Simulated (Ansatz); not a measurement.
Relaxed bulk SiC:

```cif
data_structure
_symmetry_space_group_name_H-M 'P 1'
_symmetry_Int_Tables_number 1
_cell_length_a 3.0969
_cell_length_b 3.0969
_cell_length_c 3.0969
_cell_angle_alpha 60.000
_cell_angle_beta 60.000
_cell_angle_gamma 60.000
_cell_volume 21.00
loop_
_atom_site_label
_atom_site_type_symbol
_atom_site_fract_x
_atom_site_fract_y
_atom_site_fract_z
_atom_site_occupancy
Si1 Si 0.00000 0.00000 0.00000 1
C1 C 0.75000 0.75000 0.75000 1
```

Miller indices refer to the conventional cell of F-43m (No. 216), a = 4.380 Å, b = 4.380 Å, c = 4.380 Å, α = 90.00°, β = 90.00°, γ = 90.00°. The bulk's gap is 1.37 eV.

The (100) slab of 11 planes, 10.9 Å thick with 15 Å of vacuum as cut; outer planes Si (top) and Si (bottom).

All numbers below come from DFT PBE, scalar-relativistic, plane waves, PAW (Ansatz). Settings: cutoff 420 eV, Γ-centred mesh 9×9×1 on the computed 11-atom cell, Gaussian smearing of 0.05 eV; no spin polarisation. The cell repeats along c with a dipole correction in the vacuum.

The slab isn't stoichiometric (Si6C5), so its surface energy depends on the chemical potentials; it is given with the excess atoms taken from the element's standard state, a limit at which the compound may itself be unstable, so the figure can be too low.

With the atoms at the bulk's places:

For the slab as cut, the surface energy with the excess atoms taken from the elements is 2.68 J/m², the gap of the slab on the mesh is 0.29 eV and the bulk valence band top under the vacuum level is 6.32 eV. The bulk conduction band bottom under the vacuum level is 4.95 eV.

**Question.** What changes when all atoms relax within this surface cell and its symmetry?

**Answer.** The energy falls by 0.007 J/m² a face, and the largest move is 0.01 Å.

- Surface energy with the excess atoms taken from the elements: 2.67 J/m²
- Gap of the slab on the mesh: 0.31 eV
- Bulk valence band top under the vacuum level: 6.23 eV
- Bulk conduction band bottom under the vacuum level: 4.85 eV

```csv
plane (bottom to top),atoms,"spacing to next, bulk (Å)",relaxed (Å),change (%)
1,Si,1.095,1.118,+2.1
2,C,1.095,1.087,-0.7
3,Si,1.095,1.093,-0.2
4,C,1.095,1.094,-0.1
5,Si,1.095,1.095,0.0
6,C,1.095,1.095,0.0
7,Si,1.095,1.094,-0.1
8,C,1.095,1.093,-0.2
9,Si,1.095,1.087,-0.7
10,C,1.095,1.118,+2.1
11,Si,,,
```

The gap is read on a mesh, which can miss the band edges, so it can be too wide. Gaps are read on the k points sampled, so a band crossing between them can be missed.